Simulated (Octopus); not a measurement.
The system is AlN.

```
Al N
1.0
     0.00000    2.18399    2.18399
     2.18399    0.00000    2.18399
     2.18399    2.18399    0.00000
Al N
1 1
Direct
  0.00000 0.00000 0.00000
  0.25000 0.25000 0.25000
```

Measurements of this composition are mostly on another form, of space group No. 186.

Base run:

```yaml
Program: Octopus 16.4
Functional: PBE
Potentials_or_basis: pseudodojo_pbe (PseudoDojo 0.5, PBE)
Grid_spacing: 0.129 Å
k_mesh: 10 × 10 × 10
Occupations: fermi-dirac, width 0.05 eV
Spin: no spin polarisation
```

Its results: band gap on the k mesh 3.32 eV, indirect (least direct gap 4.19 eV).

The run is repeated on the same cell with these changes: functional from PBE to PBEsol; potentials or basis from pseudodojo_pbe (PseudoDojo 0.5, PBE) to pseudodojo_pbesol (PseudoDojo 0.4, PBEsol). What comes out?

Band gap on the k mesh 3.19 eV, indirect (least direct gap 4.12 eV).

A k mesh can miss the band edges.

Not every run made on this cell is shown here.
